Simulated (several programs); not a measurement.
# Many methods on one cell: Li2O (Fm-3m)

A 3-atom cell of Li2O started from a crystallographic database, relaxed with r2SCAN in Ansatz, was computed with several methods. Space group Fm-3m (No. 225), cubic; a = 4.573 Å in the conventional setting, 7.97 Å³ an atom. Around Li lie 4 O at 1.98 Å; around O lie 8 Li at 1.98 Å. Calculated for a static, non-magnetic cell.

```cif
data_structure
_symmetry_space_group_name_H-M 'Fm-3m'
_symmetry_Int_Tables_number 225
_cell_length_a 4.5727
_cell_length_b 4.5727
_cell_length_c 4.5727
_cell_angle_alpha 90.000
_cell_angle_beta 90.000
_cell_angle_gamma 90.000
_cell_volume 95.62
loop_
_atom_site_label
_atom_site_type_symbol
_atom_site_symmetry_multiplicity
_atom_site_Wyckoff_symbol
_atom_site_fract_x
_atom_site_fract_y
_atom_site_fract_z
_atom_site_occupancy
Li1 Li 8 c 0.25000 0.75000 0.75000 1
O1 O 4 a 0.00000 0.00000 0.00000 1
```

Gaps and times are for a single point on this cell; volume and bulk modulus come from each method's own relaxation or energy curve at fixed shape. Times are rough, from shared hosts (Arm Neoverse N1; Arm Neoverse V1; Arm Neoverse V2), and each method has its own mesh and cell size. A dagger marks a closed or tiny gap in a crystal that DFT finds insulating: a failure of the method or a wrong SCF state. PM6 (MOPAC), PM7 (MOPAC), GFN1-xTB (tblite), GFN2-xTB (tblite) treat a cluster of cells at its zone centre, which samples few k points: where these miss a band edge, the gap comes out too large for that reason alone. Gaps from k meshes are read at a limited set of points (mesh, symmetry points, PBE's band edges), so each method's own least gap may be somewhat smaller. xTB and the PM methods were fitted mostly to molecules, and can miss a solid's gap by electronvolts. Minimal bases can be far off for gaps. Times of the plane-wave ladder aren't listed, since it ran on unlike processors and cards. GLLB-SC's gap includes the derivative discontinuity. G0W0 is at finite bands, cutoff and mesh. d marks a direct gap, i an indirect one (no mark: not told apart), a dash a value that wasn't computed or didn't pass its checks.

| method | kind | gap (eV) | own volume (Å³/atom) | bulk modulus (GPa) | atoms computed | processor time |
| --- | --- | --- | --- | --- | --- | --- |
| PBEsol | semilocal | – | 8.01 | – | 3 | – |
| light PBE (260 eV and a coarse mesh) | light plane-wave | 5.19 i | – | – | 3 | 0.41 s |
| PBE | semilocal | 5.05 i | 8.25 | 80 | 3 | – |
| LDA | semilocal | 4.86 i | 7.56 | – | 3 | – |
| r2SCAN | semilocal | 5.77 i | 7.97 | 87 | 3 | – |
| GLLB-SC (GPAW) | model potential | 8.97 | – | – | 3 | 3.6 s |
| PM7 (MOPAC) | semi-empirical | 10.12 | – | – | cluster | 3.8 s |
| PM6 (MOPAC) | semi-empirical | 11.98 | – | – | cluster | 3.8 s |
| PBE/single zeta (GPAW) | small basis | 3.48 d | – | – | 3 | 4.5 s |
| GFN1-xTB (tblite) | tight binding | 0.01† | – | – | cluster | 6.6 s |
| GFN2-xTB (tblite) | tight binding | 0.00† | – | – | cluster | 13 s |
| G0W0@PBE0 (180 eV screening cutoff) | many-body | 8.39 | – | – | 3 | – |
| G0W0@PBE (260 eV screening cutoff) | many-body | 7.46 | – | – | 3 | – |
| PBE/SZV (CP2K) | small basis | 3.52 d | – | – | 3 | 25 s |
| G0W0@LDA (140 eV screening cutoff) | many-body | 7.31 | – | – | 3 | – |
| G0W0@r2SCAN (180 eV screening cutoff) | many-body | 7.72 | – | – | 3 | – |
| PBE/DZVP (CP2K) | small basis | 5.27 i | 8.32 | 80 | 3 | 56 s |
| PBE0 | hybrid | 7.39 i | – | – | 3 | – |
| HSE06 | hybrid | 6.65 i | 7.94 | – | 3 | – |
| G0W0@HSE06 (180 eV screening cutoff) | many-body | 8.17 | – | – | 3 | – |
| DDH-PBE0 | hybrid | 8.28 i | – | – | 3 | – |
| r2SCANh | hybrid | 6.59 i | – | – | 3 | – |
| r2SCAN0 | hybrid | 7.84 i | – | – | 3 | – |

Against HSE06 (6.65 eV) and with closed or daggered gaps left aside, the nearest gap at the points sampled is that of r2SCANh (-0.06 eV) and the farthest that of PM6 (MOPAC) (+5.33 eV). HSE06 is only a yardstick of convenience: for gaps this wide it usually falls short of measured ones, so a larger value can be the better one.

Volumes against r2SCAN's: PBEsol +0.5 %, PBE +3.5 %, LDA -5.1 %, PBE/DZVP (CP2K) +4.4 %, HSE06 -0.4 %.
